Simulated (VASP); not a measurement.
# In (Immm) in VASP: single point with PBEsol

Aim: the single point of In with PBEsol.

All numbers are computed with VASP 6.6.1; they aren't measurements. Logs are shortened: lines on timing, memory, paths and dates and some standing lists are left out, and cuts for length are marked.

### 1 The cell of the first run

The structure is orthorhombic, space group Immm (No. 71). The conventional cell has a = 3.187 Å, b = 3.317 Å, c = 4.948 Å, α = 90.00°, β = 90.00°, γ = 90.00°. In (site symmetry mmm) is surrounded by 12 In at 3.19 to 3.38 Å.

### 2 Single point, PBEsol (strain -0.0200 x Voigt [1, -1, 0, 0, 0, 0], atoms carried along)

Input file INCAR:

```
SYSTEM = In
PREC = Accurate ; ENCUT = 520
EDIFF = 1E-6 ; ISMEAR = 0
SIGMA = 0.15 ; LREAL = .False.
LASPH = .True. ; NELM = 100
ALGO = Fast ; ISIF = 2
LWAVE = .False. ; LCHARG = .True.
GGA = PS ; LELF = .True.
LVHAR = .True. ; NBANDS = 12
```

Input file KPOINTS:

```
Automatic mesh
0
Gamma
  20 20 20
  0 0 0
```

Input file POSCAR:

```
In
1.0
   -1.5936270000      1.6586730000      2.4739500000
    1.5936270000     -1.6586730000      2.4739500000
    1.5936270000      1.6586730000     -2.4739500000
In
1
Direct
    0.0000000000      0.0000000000      0.0000000000
```

Potentials or basis: VASP PAW PBE potentials, release 64 (In_d).

Command:

```sh
$ cat potpaw_PBE.64/In_d/POTCAR > POTCAR
$ mpirun -np 1 vasp_std > vasp.out
```

OUTCAR:

```text
SYSTEM = In
   PREC = Accurate
   ENCUT = 520
   EDIFF = 1E-6
   ISMEAR = 0
   LREAL = .False.
   LASPH = .True.
   NELM = 100
   ISIF = 2
   GGA = PS

 ion  position               nearest neighbor table
   1  0.000  0.000  0.000-

  LATTYP: Found a body centered orthorhombic cell.
 ALAT       =     3.1872540000
 B/A-ratio  =     1.0408163265
 C/A-ratio  =     1.5524021619

  Lattice vectors:

 A1 = (  -1.5936270000,   1.6586730000,   2.4739500000)
 A2 = (   1.5936270000,  -1.6586730000,   2.4739500000)
 A3 = (   1.5936270000,   1.6586730000,  -2.4739500000)

Analysis of symmetry for initial positions (statically):
=====================================================================
 Subroutine PRICEL returns:
 Original cell was already a primitive cell.

 Routine SETGRP: Setting up the symmetry group for a
 body centered orthorhombic supercell.

 Subroutine GETGRP returns: Found  8 space group operations
 (whereof  8 operations were pure point group operations)
 out of a pool of  8 trial point group operations.

The static configuration has the point symmetry D_2h.

Analysis of symmetry for dynamics (positions and initial velocities):
=====================================================================
 Subroutine PRICEL returns:
 Original cell was already a primitive cell.

 Routine SETGRP: Setting up the symmetry group for a
 body centered orthorhombic supercell.

 Subroutine GETGRP returns: Found  8 space group operations
 (whereof  8 operations were pure point group operations)
 out of a pool of  8 trial point group operations.

The dynamic configuration has the point symmetry D_2h.

 Subroutine INISYM returns: Found  8 space group operations
 (whereof  8 operations are pure point group operations),
 and found     1 'primitive' translations

----------------------------------------------------------------------------------------

                                     Primitive cell

  volume of cell :      26.1576

  direct lattice vectors                    reciprocal lattice vectors
    -1.593627000  1.658673000  2.473950000     0.000000000  0.301445794  0.202105944
     1.593627000 -1.658673000  2.473950000     0.313749704  0.000000000  0.202105944
     1.593627000  1.658673000 -2.473950000     0.313749704  0.301445794  0.000000000

  length of vectors
     3.378057391  3.378057391  3.378057391     0.362927513  0.373209980  0.435095902

  position of ions in fractional coordinates (direct lattice)
     0.000000000  0.000000000  0.000000000

  ion indices of the primitive-cell ions
   primitive index   ion index
                 1           1

----------------------------------------------------------------------------------------

 KPOINTS: Automatic mesh

Automatic generation of k-mesh.
 Grid dimensions read from file:
 generate k-points for:   20   20   20

 Generating k-lattice:

  Cartesian coordinates                     Fractional coordinates (reciprocal lattice)
     0.000000000  0.015072290  0.010105297     0.050000000  0.000000000  0.000000000
     0.015687485  0.000000000  0.010105297     0.000000000  0.050000000 -0.000000000
     0.015687485  0.015072290  0.000000000     0.000000000 -0.000000000  0.050000000

  Length of vectors
     0.018146376  0.018660499  0.021754795

  Shift w.r.t. Gamma in fractional coordinates (k-lattice)
     0.000000000  0.000000000  0.000000000

 Subroutine IBZKPT returns following result:
 ===========================================

 Found   1166 irreducible k-points:

 Following reciprocal coordinates:
            Coordinates               Weight
  0.000000  0.000000  0.000000      1.000000
  0.050000 -0.000000  0.000000      4.000000
  0.100000 -0.000000  0.000000      4.000000
  0.150000 -0.000000  0.000000      4.000000
  0.200000 -0.000000  0.000000      4.000000
  0.250000 -0.000000  0.000000      4.000000
[... 16 lines left out ...]
 -0.450000  0.050000 -0.000000      8.000000
 -0.400000  0.050000 -0.000000      8.000000
 [... further k-points ...]
   k-points           NKPTS =   1166   k-points in BZ     NKDIM =   1166   number of bands    NBANDS=     12
   number of dos      NEDOS =    301   number of ions     NIONS =      1
   total plane-waves  NPLWV =  21952
   dimension x,y,z NGX =    28 NGY =   28 NGZ =   28
   dimension x,y,z NGXF=    56 NGYF=   56 NGZF=   56
   ions per type =               1
   NGX,Y,Z   is equivalent  to a cutoff of  13.78, 13.78, 13.78 a.u.
   NGXF,Y,Z  is equivalent  to a cutoff of  27.56, 27.56, 27.56 a.u.
 SYSTEM =  In
   PREC   = accura    normal or accurate (medium, high low for compatibility)
   ISTART =      0    job   : 0-new  1-cont  2-samecut
   ICHARG =      2    charge: 1-file 2-atom 10-const
   ISPIN  =      1    spin polarized calculation?
   LNONCOLLINEAR =      F non collinear calculations
   LSORBIT =      F    spin-orbit coupling
   LASPH  =      T    aspherical Exc in radial PAW
   ENCUT  =  520.0 eV  38.22 Ry    6.18 a.u.   6.28  6.28  6.28*2*pi/ulx,y,z
   NELM   =    100;   NELMIN=  2; NELMDL= -5     # of ELM steps
   EDIFF  = 0.1E-05   stopping-criterion for ELM
   LREAL  =      F    real-space projection
   EDIFFG = 0.1E-04   stopping-criterion for IOM
   NSW    =      0    number of steps for IOM
   IBRION =     -1    ionic relax: 0-MD 1-quasi-New 2-CG
   NFREE  =      0    steps in history (QN), initial steepest desc. (CG)
   ISIF   =      2    stress and relaxation
   ISYM   =      2    0-nonsym 1-usesym 2-fastsym
   POTIM  = 0.5000    time-step for ionic-motion
   TEBEG  =    0.0;   TEEND  =   0.0 temperature during run
   PSTRESS=    0.0 pullay stress
   NELECT =      13.0000    total number of electrons
   NUPDOWN=      -1.0000    fix difference up-down
   EMIN   =  10.00;   EMAX   =-10.00  energy-range for DOS
   EFERMI =   0.00;   METHOD = LEGACY
   ISMEAR =     0;   SIGMA  =   0.15  broadening in eV -4-tet -1-fermi 0-gaus
   EFERMI_NEDOS =   21; number of points for ismear=-14 and -15
   IALGO  =     68    algorithm
   IMIX   =      4    mixing-type and parameters
     AMIX     =   0.40;   BMIX     =  1.00
     AMIX_MAG =   1.60;   BMIX_MAG =  1.00
  volume/ion in A,a.u.               =      26.16       176.52
  Fermi-wavevector in a.u.,A,eV,Ry     =   1.296751  2.450504 22.879045  1.681562
  Thomas-Fermi vector in A             =   2.428187
   LORBIT       =      0    0 simple, 1 ext, 2 COOP (PROOUT), +10 PAW based schemes
   GGA     = PS    functional components
   LHFCALC =     F    Hartree Fock is set to
   AEXX    =    0.0000 exact exchange contribution
   IVDW    =     0    specifies the selected vdW correction
   LEPSILON=     F    determine dielectric tensor
   LRPA    =     F    only Hartree local field effects (RPA)
 non-spin polarized calculation
 RMM-DIIS sequential band-by-band and
 Gauss-broadening in eV      SIGMA  =   0.15
  energy-cutoff  :      520.00
  volume of cell :       26.16
 maximum number of plane-waves:       723
 NGX is ok and might be reduce to    28
   NGX = 13   NGY = 13   NGZ = 13

 number of electron      12.9999999 magnetization

 Free energy of the ion-electron system (eV)
  ---------------------------------------------------
  ext. energy  EPLUGINS =         0.00000000
  ---------------------------------------------------
  free energy    TOTEN  =        -2.98367465 eV

  energy without entropy =       -2.97896436  energy(sigma->0) =       -2.98131951

 E-fermi :   7.3492     XC(G=0): -10.4052

 val. band max:        7.3449659788   @ k =   0.3000   0.0500   0.0500
 cond. band min:       7.3563166143   @ k =  -0.3000   0.3500   0.2000
 fundamental gap:      0.0113506355
 Fermi energy:         7.3491605982

 k-point     1 :       0.0000    0.0000    0.0000
  band No.  band energies     occupation
      1      -7.2703      2.00000
      2      -7.1787      2.00000
      3      -7.1274      2.00000
      4      -7.0674      2.00000
      5      -6.9646      2.00000
      6      -2.2108      2.00000
      7      17.2934      0.00000
      8      17.7961      0.00000
      9      18.4775      0.00000
     10      19.2053      0.00000
     11      20.9006      0.00000
     12      21.1758      0.00000

 k-point     2 :       0.0500   -0.0000    0.0000
  band No.  band energies     occupation
      1      -7.2682      2.00000
      2      -7.1781      2.00000
      3      -7.1237      2.00000
      4      -7.0661      2.00000
      5      -6.9657      2.00000
      6      -2.1575      2.00000
      7      16.6379      0.00000
      8      17.5045      0.00000
      9      18.4003      0.00000
     10      19.1650      0.00000
     11      21.2309      0.00000
     12      21.8448      0.00000

 k-point     3 :       0.1000   -0.0000    0.0000
  band No.  band energies     occupation
      1      -7.2632      2.00000
      2      -7.1772      2.00000
      3      -7.1134      2.00000
      4      -7.0608      2.00000
      5      -6.9682      2.00000
      6      -1.9968      2.00000
      7      15.1187      0.00000
      8      17.1457      0.00000
      9      18.2033      0.00000
     10      19.1287      0.00000
     11      21.6165      0.00000
     12      21.7962      0.00000
[... 286 lines left out ...]
 k-point    23 :      -0.4500    0.0500   -0.0000
  band No.  band energies     occupation
      1      -7.2626      2.00000
      2      -7.2366      2.00000
      3      -7.1104      2.00000
      4      -6.8899      2.00000
      5      -6.8671      2.00000
      6       1.9370      2.00000
      7       5.0507      2.00000
      8      14.6182      0.00000
      9      16.5615      0.00000
     10      18.2893      0.00000
     11      19.1285      0.00000
     12      21.7239      0.00000

 k-point    24 :      -0.4000    0.0500   -0.0000
  band No.  band energies     occupation
      1      -7.2573      2.00000
      2      -7.2291      2.00000
      3      -7.1042      2.00000
      4      -6.9120      2.00000
      5      -6.8836      2.00000
      6       1.0657      2.00000
      7       6.3031      2.00000
      8      14.6905      0.00000
      9      16.7246      0.00000
     10      18.4758      0.00000
     11      19.3883      0.00000
     12      21.6295      0.00000

 [... further k-points ...]

------------------------ aborting loop because EDIFF is reached ----------------------------------------

  FORCE on cell =-STRESS in cart. coord.  units (eV):
  Direction    XX          YY          ZZ          XY          YZ          ZX
  --------------------------------------------------------------------------------------
  -------------------------------------------------------------------------------------
  Total       -0.0608829     -0.2018206     -0.1721822      0.0000000      0.0000000      0.0000000
  in kB       -3.7291278    -12.3616860    -10.5463114      0.0000000      0.0000000      0.0000000
  external PRESSURE =      -8.8790418 kB  Pullay stress =       0.0000000 kB

 VOLUME and BASIS-vectors are now :
 -----------------------------------------------------------------------------
  energy-cutoff  :      520.00
  volume of cell :       26.16
      direct lattice vectors                 reciprocal lattice vectors
    -1.593627000  1.658673000  2.473950000     0.000000000  0.301445794  0.202105944
     1.593627000 -1.658673000  2.473950000     0.313749704  0.000000000  0.202105944
     1.593627000  1.658673000 -2.473950000     0.313749704  0.301445794  0.000000000

 POSITION                                       TOTAL-FORCE (eV/Angst)
 -----------------------------------------------------------------------------------
      0.00000      0.00000      0.00000         0.000000     -0.000000      0.000000
 -----------------------------------------------------------------------------------
    total drift:                               -0.000000     -0.000000     -0.000000

  FREE ENERGIE OF THE ION-ELECTRON SYSTEM (eV)
  ---------------------------------------------------
  free  energy   TOTEN  =        -2.9836746520 eV

  energy  without entropy=       -2.9789643647  energy(sigma->0) =       -2.98131951
```

It took 10 min on 1 thread of Intel Xeon Platinum 8175M at 2.50GHz (Skylake/Cascade Lake), shared host; peak memory 0.45 GiB.

Results:

```
Free energy            : -2.9837 eV
Pressure               : -0.9 GPa
Band gap on the k mesh : none (metal or under the smearing width)
```

Caveat: the PAW data sets were made with another functional, which shifts forces and pressure a little.
